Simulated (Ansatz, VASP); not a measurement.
One calculation of InPd, two programs

Contents of INCAR:

```
SYSTEM = InPd
PREC     = Accurate       ! precision mode
ENCUT    = 520            ! plane-wave cutoff, eV
EDIFF    = 1E-6           ! SCF threshold, eV
ISMEAR   = 0              ! smearing method
SIGMA    = 0.1            ! smearing width, eV
LREAL    = .False.        ! projectors in reciprocal space
LASPH    = .True.         ! aspherical terms in the spheres
NELM     = 100            ! most SCF steps
ALGO     = Normal         ! electronic algorithm
ISIF     = 2              ! what is computed and relaxed
LWAVE    = .False.        ! write WAVECAR
LCHARG   = .False.        ! write CHGCAR
GGA      = PE             ! functional
NBANDS   = 18             ! bands
```

The input KPOINTS:

```
regular mesh
0
Gamma
  9 9 18
  0 0 0
```

The input POSCAR:

```
InPd
1.0
    4.6743486047      0.0000000000      0.0000000000
   -2.3371743023      4.0481046378      0.0000000000
    2.3371743023      1.3493682126      1.9082948269
In Pd
1 1
Direct
    0.0000000000      0.0000000000      0.0000000000
    0.0000000000      0.5000000000      0.5000000000
```

Input for Ansatz:

```yaml
crystal:
  lattice:
    - [4.6743486048, 0.0, 0.0]
    - [-2.3371743024, 4.0481046379, 0.0]
    - [2.3371743024, 1.3493682126, 1.9082948269]
  atoms:
    - { symbol: In, position: [0.0, 0.0, 0.0] }
    - { symbol: Pd, position: [0.0, 0.5, 0.5] }
basis:
  ecutwfc: 420
kpoints:
  mp_grid: { grid: [9, 9, 18] }
hamiltonian:
  xc: pbe
scf:
  occupations: { method: gaussian, width: 0.1 }
output:
  forces: true
  stress: true
  eigenvalues: true
```

Alike in both runs: task single point; functional PBE; k mesh 9 × 9 × 18; occupations gaussian, width 0.1 eV; no spin polarisation.

```csv
,VASP,Ansatz
version,VASP 6.6.1,Ansatz 0.2.0
potentials or method,"VASP PAW PBE potentials, release 64 (In_d, Pd)","scalar-relativistic, plane waves, PAW"
plane-wave cutoff (eV),520,420
valence electrons in the cell,23,31
```

Ansatz gave:

```
gap on the k mesh at the Fermi level (eV) : none
pressure (GPa)                            : 0.1
```

**Question.** What did VASP give for the same quantities?

**Answer.** gap on the k mesh at the Fermi level (eV): none; pressure (GPa): 0.2.

A gap of «none» marks a metal or a gap that the smearing closes. The functional is the same, so the differences come from potentials, cutoffs and numerics. The two sets of potentials don't hold the same shells in valence.
